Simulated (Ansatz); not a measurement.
Runs of Ansatz 0.2.0 on Pd. It takes space group Fm-3m (No. 225, cubic). Conventional cell: a = 3.893 Å, b = 3.893 Å, c = 3.893 Å, α = 90.00°, β = 90.00°, γ = 90.00°. Pd (site symmetry m-3m) has 12 Pd at 2.75 Å as nearest neighbours. 

```tsv
task	level	spin	k mesh	cutoff (eV)	points for each segment of the path	q mesh	atoms under strain	gap on the mesh (eV)	pressure (GPa)	V0 of scaled cells (Å³/atom)	B0 (GPa)
band structure	PBEsol	SOC, no magnetisation	12 × 12 × 12	420	14	-	-	none	-2.8	-	-
equation of state	PBE	off	12 × 12 × 12	420	-	-	-	-	-	15.31	168
equation of state	r2SCAN	off	12 × 12 × 12	500	-	-	-	-	-	(a)	(b)
phonons	PBEsol	off	10 × 10 × 10	420	8	2 × 2 × 2	-	none	-	-	-
elastic constants	PBEsol	off	10 × 10 × 10	420	-	-	relaxed	none	-2.8	-	-
equation of state	LDA	off	12 × 12 × 12	420	-	-	-	-	-	14.13	229
```

Alike in all rows: potentials or basis Ansatz PAW; cell as given; smearing fermi-dirac 0.05 eV.

Task: Estimate the missing entries.

Result: (a) 14.91; (b) 186.

Caveats: the PAW data sets come from PBE, with cores solved anew for the run's functional, which leaves a small shift of forces and pressure (some runs); the PAW data sets were made with another functional, which shifts forces and pressure a little (some runs); elastic constants of metals need much finer meshes, so these are rough (some runs).

A k mesh can miss the band edges, and rows without SOC leave out spin-orbit coupling on Pd.

A gap of «none» marks a metal or a gap under the smearing width.
